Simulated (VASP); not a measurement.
A run of VASP 6.6.1:

Contents of INCAR:

```
ALGO     = Normal         # electronic algorithm
DIPOL    = 0.5 0.5 0.500
EDIFF    = 1E-6           # SCF threshold, eV
ENCUT    = 600            # plane-wave cutoff, eV
GGA      = PE             # functional
IDIPOL   = 3            
ISIF     = 2              # what is computed and relaxed
ISMEAR   = -1             # smearing method
LASPH    = True           # aspherical terms in the spheres
LCHARG   = True           # write CHGCAR
LDIPOL   = True         
LELF     = True           # ELF
LREAL    = False          # projectors in reciprocal space
LVACPOTAV= True         
LVHAR    = True         
LWAVE    = False          # write WAVECAR
NBANDS   = 18             # bands
NELM     = 100            # most SCF steps
PREC     = Accurate       # precision mode
SIGMA    = 0.05           # smearing width, eV
```

File KPOINTS:

```
k-points
0
Gamma
  7 7 1
```

File POSCAR:

```
K
1.0
    4.7251254772      0.0000000000      0.0000000000
   -2.2093571875      4.1767872334      0.0000000000
    0.0000000000      0.0000000000     22.8117980100
K
3
Direct
    0.1793869800      0.8206130200      0.3287772405
    0.8206130200      0.1793869800      0.5000000000
    0.1793869800      0.8206130200      0.6712227595
```

Potentials or basis: VASP PAW PBE potentials, release 64 (K_pv).

Run with:

```sh
$ cat potpaw_PBE.64/K_pv/POTCAR > POTCAR
$ mpirun -np 1 vasp_std > vasp.out
```

Hardware: 1 thread of Intel(R) Xeon(R) 6975P-C (Granite Rapids), on a shared host.

Q: How long does it take, and how much memory?

A: It took 2.2 min on 1 thread of Intel(R) Xeon(R) 6975P-C (Granite Rapids) (shared host), peak memory 0.62 GiB. Counts: scf iterations 18, k points 16.
